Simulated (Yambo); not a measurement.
C, 2 atoms in the cell. Symmetry: C2/m, No. 12, monoclinic system. Conventional cell: a = 4.197 Å, b = 2.423 Å, c = 3.714 Å, α = 90.00°, β = 111.49°, γ = 90.00°. C (site symmetry m) is surrounded by 3 C at 1.40 Å. This is a stacking variant of graphite. The cell isn't the ideal one: cell squeezed.

| Item | Value |
| --- | --- |
| Program | Yambo 5.3.0 |
| Task | G0W0 quasiparticle levels |
| Functional | PBEsol |
| Potentials or basis | PseudoDojo 0.4.1 SR PBEsol standard |
| Cutoff | 1116 eV |
| Density cutoff | 4463 eV |
| k mesh | 6 × 6 × 4 |
| Occupations | fixed |
| Spin | no spin polarisation |
| k mesh of the self-consistent run | 12 × 12 × 8 |
| Random integration of the Coulomb term | yes |
| Direction of the field or of q to 0 | x + y + z |
| Broadening | 0.1 eV |
| States corrected | Γ and the k points of the band edges |
| Frequency dependence of W | plasmon pole |
| Terminator of the band sum in the self-energy | Bruneval-Gonze |
| Quasiparticle equation | linearised (Newton) |
| Imaginary frequency of the plasmon-pole fit | 27.2114 eV |
| Bands in the response | 84 |
| Bands in the self-energy | 84 |
| Cutoff of the response matrix | 12 Ry |
| Cutoff of exchange and Vxc | 82 Ry |
| Bands corrected (first, last) | [3, 6] |

Potentials or basis: PseudoDojo 0.4.1 SR PBEsol standard.

The run is started by

```sh
$ OMP_NUM_THREADS=1 pw.x -in scf.in > scf.out
$ OMP_NUM_THREADS=1 pw.x -in nscf.in > nscf.out
$ cd tmp/pwscf.save; p2y; mv SAVE ../..; cd ../..
$ OMP_NUM_THREADS=1 yambo
$ OMP_NUM_THREADS=1 yambo -F g0w00.in -J g0w00 -C g0w00_out
```

Hardware: 1 thread of AMD EPYC 7R43 64-Core Processor (Zen 3) (shared host).

**Question.** Estimate the wall time of this run.

**Answer.** Wall time 6.3 min on 1 thread of AMD EPYC 7R43 64-Core Processor (Zen 3), on a shared host.
